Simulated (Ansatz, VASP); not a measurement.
## TiTe2 in VASP and in Ansatz

```
Ti Te
1.0
     1.88006    1.08545    6.81515
    -1.88006    1.08545    6.81515
     0.00000   -2.17091    6.81515
Ti Te
1 2
Cartesian
  0.0000 0.0000 -0.0062
  0.0000 0.0000 8.5694
  0.0000 0.0000 5.0672
```

Alike in both runs: task single point; functional PBE; k mesh 6 × 6 × 6; occupations gaussian, width 0.5 eV; no spin polarisation.

|  | VASP | Ansatz |
| --- | --- | --- |
| version | VASP 6.6.1 | Ansatz 0.2.0 |
| potentials or method | VASP PAW PBE potentials, release 64 (Ti_sv, Te) | plane waves |
| plane-wave cutoff (eV) | 520 | 420 |
| valence electrons in the cell | 24 | 44 |

Ansatz gave:

```
pressure (GPa)                                  : 0.9
largest component of the traceless stress (GPa) : 0.05
rms of the force components (eV/Å)              : 0.047
```

Problem. Estimate VASP's values.

Solution. Pressure (GPa): 0.9; largest component of the traceless stress (GPa): 0.05; rms of the force components (eV/Å): 0.051.

Atom by atom the forces differ by 0.004 eV/Å (rms over components). The two sets of potentials don't hold the same shells in valence.

Spin-orbit coupling is left out, which matters for the levels of Te.
